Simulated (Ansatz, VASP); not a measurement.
**Two plane-wave programs on InAs**

INCAR

```
ALGO = Normal ; EDIFF = 1E-6
ENCUT = 500 ; GGA = PE
ISIF = 2 ; ISMEAR = 0
LASPH = True ; LCHARG = False
LREAL = False ; LWAVE = False
NBANDS = 11 ; NELM = 100
PREC = Accurate ; SIGMA = 0.1
```

KPOINTS

```
k-points
0
Gamma
  8 8 8
```

POSCAR

```
InAs
4.2681
    0.000000000000      0.707106206509      0.707106206509
    0.707106206509      0.000000000000      0.707106206509
    0.707106206509      0.707106206509      0.000000000000
In As
1 1
Direct
    0.0000000000      0.0000000000      0.0000000000
    0.7500000000      0.7500000000      0.7500000000
```

Contents of input.yaml:

```yaml
crystal:
  lattice:
    - [0.0, 3.018, 3.018]
    - [3.018, 0.0, 3.018]
    - [3.018, 3.018, 0.0]
  atoms:
    - { symbol: In, position: [0.0, 0.0, 0.0] }
    - { symbol: As, position: [0.75, 0.75, 0.75] }
hamiltonian:
  xc: pbe
  pseudopotentials: { kind: paw }
kpoints:
  mp_grid: { grid: [8, 8, 8] }
scf:
  occupations: { method: gaussian, width: 0.1 }
output:
  forces: true
  stress: true
  eigenvalues: true
```

Alike in both runs: task single point; functional PBE; k mesh 8 × 8 × 8; occupations gaussian, width 0.1 eV; no spin polarisation.

|  | VASP | Ansatz |
| --- | --- | --- |
| version | VASP 6.6.1 | Ansatz 0.2.0 |
| potentials or method | VASP PAW PBE potentials, release 64 (In, As) | Ansatz PAW |
| plane-wave cutoff (eV) | 500 | 420 |
| valence electrons in the cell | 8 | 28 |

VASP gave:

| Quantity | Value |
| --- | --- |
| gap on the k mesh at the Fermi level (eV) | none |
| pressure (GPa) | 5.2 |

What did Ansatz give for the same quantities?

gap on the k mesh at the Fermi level (eV): none; pressure (GPa): 4.3.

A gap of «none» marks a metal or a gap that the smearing closes. The two sets of potentials don't hold the same shells in valence.

Caveats: this crystal is a semiconductor, whose small gap the functional closes, so the metal is an error of the method.
